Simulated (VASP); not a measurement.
# SnTe (F-43m) in VASP: further runs, part 2 of 2

VASP 6.6.1. Earlier steps stand in the parts before.

**4. Single point, PBEsol, spin-orbit coupling, no magnetisation**

The input, INCAR:

```
SYSTEM = SnTe
  PREC = Accurate
  ENCUT = 600
  EDIFF = 1E-7
  ISMEAR = 0
  SIGMA = 0.02
  LREAL = .FALSE.
  LASPH = .TRUE.
  NELM = 100
  ALGO = Normal
  ISIF = 2
  LWAVE = .FALSE.
  LCHARG = .FALSE.
  MAGMOM = 0 0 0 0 0 0
  LORBIT = 11
  LSORBIT = .TRUE.
  GGA_COMPAT = .FALSE.
  GGA = PS
  NBANDS = 36
```

The input, KPOINTS:

```
Automatic mesh
0
G
  4 4 4
  0 0 0
```

The input, POSCAR:

```
SnTe
1.0
    0.0000000000      3.6111460000      3.6111460000
    3.6111460000      0.0000000000      3.6111460000
    3.6111460000      3.6111460000      0.0000000000
Te Sn
1 1
Direct
    0.2500000000      0.2500000000      0.2500000000
    0.0000000000      0.0000000000      0.0000000000
```

Potentials or basis: VASP PAW PBE potentials, release 64 (Te, Sn_d).

Run with:

```sh
$ cat potpaw_PBE.64/Te/POTCAR potpaw_PBE.64/Sn_d/POTCAR > POTCAR
$ mpirun -np 1 vasp_ncl > vasp.out
```

OUTCAR:

```text
SYSTEM = SnTe
   PREC = Accurate
   ENCUT = 600
   EDIFF = 1E-7
   ISMEAR = 0
   LREAL = .FALSE.
   LASPH = .TRUE.
   NELM = 100
   ISIF = 2
   LORBIT = 11
   LSORBIT = .TRUE.
   GGA = PS

 Found     10 irreducible k-points:

 Following reciprocal coordinates:
            Coordinates               Weight
  0.000000  0.000000  0.000000      1.000000
  0.250000  0.000000  0.000000      4.000000
 -0.250000  0.000000  0.000000      4.000000
  0.500000  0.000000  0.000000      4.000000
  0.250000  0.250000  0.000000      6.000000
[... 358 lines left out ...]
    -0.0012465    -0.0012465    -0.0036821     0.0000000    -0.0012274
    -0.0049095    -0.0012274     0.0000000    -0.0012274     0.0000000
 l=   3
     0.0000000     0.0000000     0.0000000     0.0000000     0.0000000     0.0000000     0.0000000
     0.0000000     0.0000000     0.0000000     0.0000000     0.0000000     0.0000000     0.0000000
     0.0000000     0.0000000     0.0000000     0.0000000     0.0000000     0.0000000     0.0000000
     0.0000000     0.0000000     0.0000000     0.0000000     0.0000000     0.0000000     0.0000000
     0.0000000     0.0000000     0.0000000     0.0000000     0.0000000     0.0000000     0.0000000
     0.0000000     0.0000000     0.0000000     0.0000000     0.0000000     0.0000000     0.0000000
     0.0000000     0.0000000     0.0000000     0.0000000     0.0000000     0.0000000     0.0000000

 total charge

# of ion       s       p       d       tot
------------------------------------------
    1        1.399   1.923   0.017   3.339
    2        1.376   0.714   9.959  12.049
--------------------------------------------------
tot          2.776   2.637   9.976  15.388

 magnetization (x)

# of ion       s       p       d       tot
------------------------------------------
    1        0.000   0.000   0.000   0.000
    2        0.000   0.000  -0.000   0.000
--------------------------------------------------
tot          0.000   0.000  -0.000   0.000

 magnetization (y)

# of ion       s       p       d       tot
------------------------------------------
    1        0.000  -0.000   0.000  -0.000
    2        0.000  -0.000   0.000  -0.000
--------------------------------------------------
tot          0.000  -0.000   0.000  -0.000

 magnetization (z)

# of ion       s       p       d       tot
------------------------------------------
    1        0.000   0.000  -0.000   0.000
    2       -0.000   0.000  -0.000   0.000
--------------------------------------------------
tot          0.000   0.000  -0.000   0.000
```

OSZICAR:

```text
N       E                     dE             d eps       ncg     rms          rms(c)
DAV:   1     0.171850759476E+03    0.17185E+03   -0.93329E+03   744   0.126E+03
DAV:   2     0.176278783949E+02   -0.15422E+03   -0.14657E+03   720   0.342E+02
DAV:   3    -0.655486531994E+01   -0.24183E+02   -0.23529E+02   844   0.126E+02
DAV:   4    -0.786845272090E+01   -0.13136E+01   -0.13080E+01   840   0.305E+01
DAV:   5    -0.791902095020E+01   -0.50568E-01   -0.50564E-01   992   0.582E+00    0.485E+00
DAV:   6    -0.779412570013E+01    0.12490E+00   -0.26187E-01   884   0.298E+00    0.358E+00
DAV:   7    -0.779364382531E+01    0.48187E-03   -0.43624E-02   896   0.883E-01    0.179E+00
DAV:   8    -0.779280140159E+01    0.84242E-03   -0.21872E-03   824   0.342E-01    0.769E-01
DAV:   9    -0.779291991412E+01   -0.11851E-03   -0.42500E-04   932   0.132E-01    0.130E-01
DAV:  10    -0.779305108313E+01   -0.13117E-03   -0.91126E-05   760   0.543E-02    0.423E-02
DAV:  11    -0.779312282976E+01   -0.71747E-04   -0.44386E-05   756   0.287E-02    0.209E-02
DAV:  12    -0.779314158286E+01   -0.18753E-04   -0.16674E-05   784   0.188E-02    0.978E-03
DAV:  13    -0.779314311261E+01   -0.15297E-05   -0.15906E-06   840   0.988E-03    0.304E-03
DAV:  14    -0.779314388168E+01   -0.76907E-06   -0.11546E-06   688   0.462E-03    0.540E-04
DAV:  15    -0.779314389387E+01   -0.12196E-07   -0.54620E-08   652   0.183E-03
   1 F= -.77931439E+01 E0= -.77931439E+01  d E =-.546508E-11  mag=     0.0000    -0.0000    -0.0000
```

stdout:

```text
POSCAR found type information on POSCAR TeSn
 POSCAR found :  2 types and       2 ions
 scaLAPACK will be used
 -----------------------------------------------------------------------------
|                                                                             |
|                                                                             |
|     You enforced a specific xc type in the INCAR file but a different       |
|     I HOPE YOU KNOW WHAT YOU ARE DOING!                                     |
|                                                                             |
 -----------------------------------------------------------------------------

 LDA part: xc-table for (Slater+PW92), standard interpolation
 POSCAR, INCAR and KPOINTS ok, starting setup
 FFT: planning ... GRIDC
 FFT: planning ... GRID_SOFT
 FFT: planning ... GRID
 WAVECAR not read
 entering main loop
```

Wall time 78 s (1 thread of AMD EPYC 9R45 (Zen 5), shared host); peak memory 0.51 GiB.

These settings aren't checked as converged: the numbers below hold their error.

Results:

```
Free energy                                           : -7.7931 eV
Pressure                                              : -1.9 GPa
Valence electrons inside the program's atomic spheres : Te 3.34; Sn 12.05
```

Caveat: the k mesh is coarse (spacing up to 0.38 Å⁻¹), so the values aren't converged; the PAW data sets were made with another functional, which shifts forces and pressure a little.

**5. Single point, PBEsol, spin-orbit coupling, no magnetisation**

Changes to INCAR since step 4:

```diff
@@ -2,3 +2,3 @@
   PREC = Accurate
-  ENCUT = 600
+  ENCUT = 300
   EDIFF = 1E-7
```

The input, KPOINTS:

```
Automatic mesh
0
G
  6 6 6
  0 0 0
```

POSCAR is that of step 4.

Run with:

```sh
$ cat potpaw_PBE.64/Te/POTCAR potpaw_PBE.64/Sn_d/POTCAR > POTCAR
$ mpirun -np 1 vasp_ncl > vasp.out
```

It took 63 s on 1 thread of AMD EPYC 9R45 (Zen 5), shared host; peak memory 0.26 GiB.

These settings aren't checked as converged: the numbers below hold their error.

Results:

```
Free energy                                           : -7.7636 eV
Pressure                                              : -1.5 GPa
Valence electrons inside the program's atomic spheres : Te 3.35; Sn 12.05
```

Caveat: the PAW data sets were made with another functional, which shifts forces and pressure a little.

**6. Single point, PBEsol, spin-orbit coupling, no magnetisation**

Changes to INCAR since step 5:

```diff
@@ -2,3 +2,3 @@
   PREC = Accurate
-  ENCUT = 300
+  ENCUT = 500
   EDIFF = 1E-7
```

The input, KPOINTS:

```
Automatic mesh
0
G
  5 5 5
  0 0 0
```

POSCAR is that of step 5.

Potentials or basis: VASP PAW PBE potentials, release 64 (Te, Sn_d).

Run with:

```sh
$ cat potpaw_PBE.64/Te/POTCAR potpaw_PBE.64/Sn_d/POTCAR > POTCAR
$ mpirun -np 1 vasp_ncl > vasp.out
```

It took 94 s on 1 thread of AMD EPYC 9R45 (Zen 5), shared host; peak memory 0.47 GiB.

These settings aren't checked as converged: the numbers below hold their error.

What came out:

```
Free energy                                           : -7.7653 eV
Pressure                                              : -1.3 GPa
Valence electrons inside the program's atomic spheres : Te 3.35; Sn 12.05
```

Caveat: the PAW data sets were made with another functional, which shifts forces and pressure a little.
